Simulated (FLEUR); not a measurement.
# GaSb (F-43m) in FLEUR: equation of state with PBEsol

Aim: the equation of state of GaSb with PBEsol.

Everything below comes from runs of FLEUR MaX-R8.1 (later development tree). Logs are shortened: lines on timing, memory, paths and dates and some standing lists are left out, and cuts for length are marked.

**1. The structure**

The structure is cubic, space group F-43m (No. 216). The conventional cell has a = 6.118 Å, b = 6.118 Å, c = 6.118 Å, α = 90.00°, β = 90.00°, γ = 90.00°. Around Sb (site symmetry -43m) lie 4 Ga at 2.65 Å. Ga (site symmetry -43m) has 4 Sb at 2.65 Å as nearest neighbours.

**2. Equation of state, PBEsol**

Potentials or basis: all-electron, FLAPW.

No new run: the results of the series are fitted here.

What came out:

* Equilibrium volume: 28.54 Å³/atom
* Bulk modulus: 51 GPa
* Pressure derivative of the bulk modulus: 4.4 (rough: it moves with the points fitted)

Energy against volume, from the lowest point:
| volume (Å³/atom) | energy (meV/atom) |
| --- | --- |
| 26.907 | 16.46 |
| 27.480 | 6.57 |
| 28.052 | 1.29 |
| 28.625 | 0.00 |
| 29.197 | 2.23 |
| 29.770 | 7.69 |
| 30.342 | 16.15 |
